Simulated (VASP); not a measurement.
# La2O3 (P-3m1) in VASP: further runs, part 2 of 2

VASP 6.6.1. Earlier steps stand in the parts before.

**4. Relaxation of cell and atoms, PBEsol**

Input file INCAR:

```
PREC     = Accurate       # precision mode
ENCUT    = 600            # plane-wave cutoff, eV
EDIFF    = 1E-6           # SCF threshold, eV
ISMEAR   = 0              # smearing method
SIGMA    = 0.03           # smearing width, eV
LREAL    = F              # projectors in reciprocal space
LASPH    = T              # aspherical terms in the spheres
NELM     = 80             # most SCF steps
ALGO     = Normal         # electronic algorithm
ISIF     = 3              # what is computed and relaxed
LWAVE    = F              # write WAVECAR
LCHARG   = F              # write CHGCAR
GGA      = PS             # functional
IBRION   = 2              # ionic algorithm
NSW      = 90             # ionic steps
EDIFFG   = -0.01          # ionic threshold
```

Input file KPOINTS:

```
regular mesh
0
Gamma
  9 9 5
```

Input file POSCAR:

```
La2O3
1.0
    3.9307778780      0.0000000000      0.0000000000
   -1.9653889390      3.4041534990      0.0000000000
    0.0000000000      0.0000000000      6.1119535200
La O
2 3
Direct
    0.6666666700      0.3333333300      0.7537643200
    0.3333333300      0.6666666700      0.2462356800
    0.6666666700      0.3333333300      0.3541093500
    0.3333333300      0.6666666700      0.6458906500
    0.0000000000      0.0000000000      0.0000000000
```

Potentials or basis: VASP PAW PBE potentials, release 64 (La, O).

The run is started by

```
$ cat potpaw_PBE.64/La/POTCAR potpaw_PBE.64/O/POTCAR > POTCAR
$ mpirun -np 1 vasp_std > vasp.out
```

OUTCAR:

```text
PREC = Accurate
   ENCUT = 600
   EDIFF = 1E-6
   ISMEAR = 0
   LREAL = F
   LASPH = T
   NELM = 80
   ISIF = 3
   GGA = PS
   IBRION = 2
   NSW = 90
   EDIFFG = -0.01

 ion  position               nearest neighbor table
   1  0.667  0.333  0.754-   4 2.36   4 2.36   4 2.36   3 2.44   5 2.72   5 2.72   5 2.72
   2  0.333  0.667  0.246-   3 2.36   3 2.36   3 2.36   4 2.44   5 2.72   5 2.72   5 2.72
   3  0.667  0.333  0.354-   2 2.36   2 2.36   2 2.36   1 2.44
   4  0.333  0.667  0.646-   1 2.36   1 2.36   1 2.36   2 2.44
   5  0.000  0.000  0.000-   1 2.72   2 2.72   1 2.72   2 2.72   1 2.72   2 2.72

  LATTYP: Found a hexagonal cell.
 ALAT       =     3.9307778780
 C/A-ratio  =     1.5548966921

  Lattice vectors:

 A1 = (   3.9307778780,   0.0000000000,   0.0000000000)
 A2 = (  -1.9653889390,   3.4041534990,   0.0000000000)
 A3 = (   0.0000000000,   0.0000000000,   6.1119535200)

Analysis of symmetry for initial positions (statically):
=====================================================================
 Subroutine PRICEL returns:
 Original cell was already a primitive cell.

 Routine SETGRP: Setting up the symmetry group for a
 hexagonal supercell.

 Subroutine GETGRP returns: Found 12 space group operations
 (whereof 12 operations were pure point group operations)
[... 286 lines left out ...]

[... ionic steps 4 to 7 ...]

--------------------------------------- Ionic step        8  -------------------------------------------

 number of electron      40.0000002 magnetization

------------------------ aborting loop because EDIFF is reached ----------------------------------------
[... 73 lines left out ...]
--------------------------------------- Ionic step       10  -------------------------------------------

 number of electron      40.0000001 magnetization

 Free energy of the ion-electron system (eV)
  ---------------------------------------------------
  ext. energy  EPLUGINS =         0.00000000
  ---------------------------------------------------
  free energy    TOTEN  =       -43.71902103 eV

  energy without entropy =      -43.71902103  energy(sigma->0) =      -43.71902103

 E-fermi :   6.2299     XC(G=0): -10.8554

 val. band max:        6.0434072286   @ k =  -0.2222  -0.4444   0.4000
 cond. band min:       9.8761327420   @ k =   0.3333   0.3333   0.0000
 fundamental gap:      3.8327255133
 Fermi energy:         6.2298599730

 k-point     1 :       0.0000    0.0000    0.0000
  band No.  band energies     occupation
      1     -23.6004      2.00000
      2     -23.3136      2.00000
      3     -10.9025      2.00000
      4      -9.5678      2.00000
      5      -9.1273      2.00000
      6      -7.0677      2.00000
[... 637 lines left out ...]
     23      11.2278      0.00000
     24      11.4232      0.00000

 [... further k-points ...]

------------------------ aborting loop because EDIFF is reached ----------------------------------------

  FORCE on cell =-STRESS in cart. coord.  units (eV):
  Direction    XX          YY          ZZ          XY          YZ          ZX
  --------------------------------------------------------------------------------------
  -------------------------------------------------------------------------------------
  Total       -0.0241918     -0.0241918     -0.0133463      0.0000000      0.0000000      0.0000000
  in kB       -0.4866663     -0.4866663     -0.2684877      0.0000000      0.0000000      0.0000000
  external PRESSURE =      -0.4139401 kB  Pullay stress =       0.0000000 kB
[... 20 lines left out ...]
  FREE ENERGIE OF THE ION-ELECTRON SYSTEM (eV)
  ---------------------------------------------------
  free  energy   TOTEN  =       -43.7190210294 eV

  energy  without entropy=      -43.7190210294  energy(sigma->0) =      -43.71902103

 reached required accuracy - stopping structural energy minimisation
```

It took 8 min on 1 thread of AMD EPYC 9R45 (Zen 5), shared host; peak memory 0.28 GiB.

Results:

| Property | Result |
| --- | --- |
| Free energy | -43.7190 eV |
| Relaxed volume | 15.93 Å³/atom |
| Relaxed cell | a = 3.904 Å, b = 3.904 Å, c = 6.033 Å, α = 90.00°, β = 90.00°, γ = 120.00° |
| Space group after relaxing (to 0.05 Å) | P-3m1 (No. 164) |
| Energy gained by relaxing | 4.4 meV/atom |
| Ionic steps | 10 |
| Pressure after relaxing | 0.0 GPa |
| Largest force after relaxing | 0.006 eV/Å |
| Band gap on the k mesh | 3.83 eV, indirect (least direct gap 3.87 eV) |

Forces on the atoms (eV/Å):
```
La   0.000  0.000  0.002
La   0.000  0.000 -0.002
O    0.000  0.000 -0.006
O    0.000  0.000  0.006
O    0.000  0.000  0.000
```

Step by step:
```
step  energy change (eV)  largest force (eV/Å)  pressure (GPa)  volume (Å³)
   1              0.0000                0.1039           -3.30        81.78
   2              0.0052                0.3971            3.90        77.86
   3             -0.0203                0.1246           -0.08        79.90
   4             -0.0214                0.0207           -0.03        79.75
   5             -0.0215                0.0160           -0.02        79.69
   6             -0.0217                0.0167            0.03        79.65
   7             -0.0218                0.0173            0.06        79.61
   8             -0.0218                0.0137           -0.10        79.68
   9             -0.0218                0.0142           -0.07        79.67
  10             -0.0218                0.0055           -0.04        79.64
```

Final structure:
```yaml
crystal:
  lattice:
    - [3.90418, 0.00000, 0.00000]
    - [-1.95209, 3.38112, 0.00000]
    - [0.00000, 0.00000, 6.03334]
  atoms:
    - { symbol: La, position: [0.66667, 0.33333, 0.75468] }
    - { symbol: La, position: [0.33333, 0.66667, 0.24532] }
    - { symbol: O, position: [0.66667, 0.33333, 0.35402] }
    - { symbol: O, position: [0.33333, 0.66667, 0.64598] }
    - { symbol: O, position: [0.00000, 0.00000, 0.00000] }
```

Levels at points of the mesh, in eV from the valence-band top:
| k point | band 18 | band 19 | band 20 | band 21 | band 22 | band 23 |
| --- | --- | --- | --- | --- | --- | --- |
| (0.00, 0.00, 0.00) | -0.39 | -0.39 | -0.11 | 4.36 | 4.63 | 4.63 |

Caveat: the PAW data sets were made with another functional, which shifts forces and pressure a little; spin-orbit coupling is left out, which moves the levels of the heavy elements; an odd mesh through Γ misses points on the zone boundary, where band edges often lie.

**5. Relaxation of cell and atoms, PBEsol**

This run uses another cell than the first one, of 15.93 Å³/atom, 0.974 times its volume.

Changes to INCAR since step 4:

```diff
@@ -2,3 +2,3 @@
 ENCUT    = 600            # plane-wave cutoff, eV
-EDIFF    = 1E-6           # SCF threshold, eV
+EDIFF    = 1E-7           # SCF threshold, eV
 ISMEAR   = 0              # smearing method
@@ -15,2 +15,2 @@
 NSW      = 90             # ionic steps
-EDIFFG   = -0.01          # ionic threshold
+EDIFFG   = -0.005         # ionic threshold
```

KPOINTS is that of step 4.

Input file POSCAR:

```
La2O3                                   
1.0
    3.9041763508      0.0000000000      0.0000000000
   -1.9520881754      3.3811159007     -0.0000000000
    0.0000000000     -0.0000000000      6.0333432663
  La              O             
     2     3
Direct
     0.6666666699999979    0.3333333300000021    0.7546777778788668
     0.3333333300000021    0.6666666699999979    0.2453222221211332
     0.6666666699999979    0.3333333300000021    0.3540197454240471
     0.3333333300000021    0.6666666699999979    0.6459802545759529
     0.0000000000000000    1.0000000000000000    0.0000000000000000
```

The run is started by

```
$ cat potpaw_PBE.64/La/POTCAR potpaw_PBE.64/O/POTCAR > POTCAR
$ mpirun -np 1 vasp_std > vasp.out
```

Run time: 2.6 min. Hardware: 1 thread of AMD EPYC 9R45 (Zen 5), shared host; peak memory 0.27 GiB.

It converged, with:

```yaml
Free_energy: -43.7158 eV
Relaxed_volume: 15.92 Å³/atom
Relaxed_cell: a = 3.904 Å, b = 3.904 Å, c = 6.033 Å, α = 90.00°, β = 90.00°, γ = 120.00°
Space_group_after_relaxing_to_0.05_Å: P-3m1 (No. 164)
Energy_gained_by_relaxing: 0.0 meV/atom
Ionic_steps: 2
Pressure_after_relaxing: 0.0 GPa
Band_gap_on_the_k_mesh: 3.83 eV, indirect (least direct gap 3.87 eV)
```

Forces in eV/Å, atoms in the order of the input:
```
La   0.000  0.000  0.003
La   0.000  0.000 -0.003
O    0.000  0.000 -0.003
O    0.000  0.000  0.003
O    0.000  0.000  0.000
```

Final structure:
```
La O
1.0
     3.90364    0.00000    0.00000
    -1.95182    3.38065    0.00000
     0.00000    0.00000    6.03323
La O
2 3
Direct
  0.66667 0.33333 0.75469
  0.33333 0.66667 0.24531
  0.66667 0.33333 0.35398
  0.33333 0.66667 0.64602
  0.00000 0.00000 0.00000
```

Levels at points of the mesh, in eV from the valence-band top:
| k point | band 16 | band 17 | band 18 | band 19 | band 20 | band 21 | band 22 | band 23 | band 24 |
| --- | --- | --- | --- | --- | --- | --- | --- | --- | --- |
| (0.00, 0.00, 0.00) | -2.09 | -1.72 | -0.39 | -0.39 | -0.11 | 4.36 | 4.63 | 4.63 | 5.31 |

Caveat: the PAW data sets were made with another functional, which shifts forces and pressure a little; spin-orbit coupling is left out, which moves the levels of the heavy elements; an odd mesh through Γ misses points on the zone boundary, where band edges often lie.
